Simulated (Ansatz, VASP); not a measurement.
One calculation of Pb, two programs

```
Pb
1.0
     3.54707    0.00000    0.00000
    -1.77354    3.07186    0.00000
     0.00000    0.00000    5.84687
Pb
2
Direct
  0.33333 0.66667 0.25000
  0.66667 0.33333 0.75000
```

Alike in both runs: functional PBE; k mesh 15 × 15 × 8; occupations gaussian, width 0.1 eV; no spin polarisation.

Ansatz relaxed the structure, and its values are those at the end. VASP's run is a single point on that final structure, the one shown.

|  | VASP | Ansatz |
| --- | --- | --- |
| version | VASP 6.6.1 | Ansatz 0.2.0 |
| potentials or method | VASP PAW PBE potentials, release 64 (Pb_d) | scalar-relativistic, plane waves, PAW |
| plane-wave cutoff (eV) | 520 | 420 |
| valence electrons in the cell | 28 | 28 |

```csv
,VASP,Ansatz,Ansatz less VASP
gap on the k mesh at the Fermi level (eV),none,none,-
pressure (GPa),-0.1,0.0,+0.07
```

A gap of «none» marks a metal or a gap that the smearing closes. The functional is the same, so the differences come from potentials, cutoffs and numerics.

Spin-orbit coupling is left out, which matters for the levels of Pb.
